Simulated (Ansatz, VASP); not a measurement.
## Hg: VASP beside Ansatz

```
Hg
1.0
     3.24306    0.00000    0.00000
    -1.62153    2.80858    0.00000
     0.00000    0.00000    5.22157
Hg
2
Direct
  0.33333 0.66667 0.25000
  0.66667 0.33333 0.75000
```

Alike in both runs: functional PBE; k mesh 14 × 14 × 8; occupations fermi-dirac, width 0.05 eV; no spin polarisation.

Ansatz relaxed the structure, and its values are those at the end. VASP's run is a single point on that final structure, the one shown.

```csv
,VASP,Ansatz
version,VASP 6.6.1,Ansatz 0.2.0
potentials or method,"VASP PAW PBE potentials, release 64 (Hg)","PAW with Ansatz's default frozen-core files, scalar-relativistic"
plane-wave cutoff (eV),520,420
valence electrons in the cell,24,40
```

```csv
,VASP,Ansatz,Ansatz less VASP
pressure (GPa),5.1,4.8,-0.30
```

The two sets of potentials don't hold the same shells in valence.

The runs have no spin-orbit coupling, so splittings on Hg are missing.
